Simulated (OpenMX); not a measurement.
**Li2O under changes of volume**

One of the cells (8.399 Å³/atom); the others are scaled copies at fixed shape and fractional positions:

```
O Li
1.0
     0.00000    2.32685    2.32685
     2.32685    0.00000    2.32685
     2.32685    2.32685    0.00000
O Li
1 2
Direct
  0.00000 0.00000 0.00000
  0.25000 0.25000 0.25000
  0.75000 0.75000 0.75000
```

The cell comes from a database or a generator and needn't be the stable form of this composition.

* Program: OpenMX 3.8.5
* Functional: LDA
* Potentials or basis: OpenMX 2013 LDA set, O6.0-s2p2d1, Li8.0-s3p2, fixed grid of 32 × 32 × 32 points
* k mesh: 11 × 11 × 11
* Occupations: fermi-dirac, width 0.05 eV
* Spin: no spin polarisation

```tsv
volume (Å³/atom)	energy over the lowest point (meV/atom)	gap on the mesh (eV)
7.895	0.00	5.15
8.063	2.87	5.09
8.231	?	?
8.399	13.63	4.98
8.567	21.33	4.92
8.735	30.50	4.80
8.903	40.88	4.65
```

Question: What does the run at 8.231 Å³/atom give?

Answer: Energy over the lowest point 7.49 meV/atom; gap on the mesh 5.03 eV.

Worked out: A Birch-Murnaghan fit of order 3 (a polynomial in V^(-2/3)) to the other rows has its minimum at 7.72 Å³/atom, just outside them, with B0 = V·E''(V) = 87 GPa (rough, since the energies scatter). It gives 7.44 meV/atom at 8.231 Å³/atom, against the run's 7.49. A parabola through the other rows of the gap, of slope -2.93 eV per unit of ln V there, gives 5.06 eV, against the run's 5.03.

Energies are extrapolated to zero smearing.

Caveats: an odd mesh through Γ misses points on the zone boundary, where band edges often lie; the basis of atomic orbitals isn't converged, which shifts pressures, moduli and gaps.
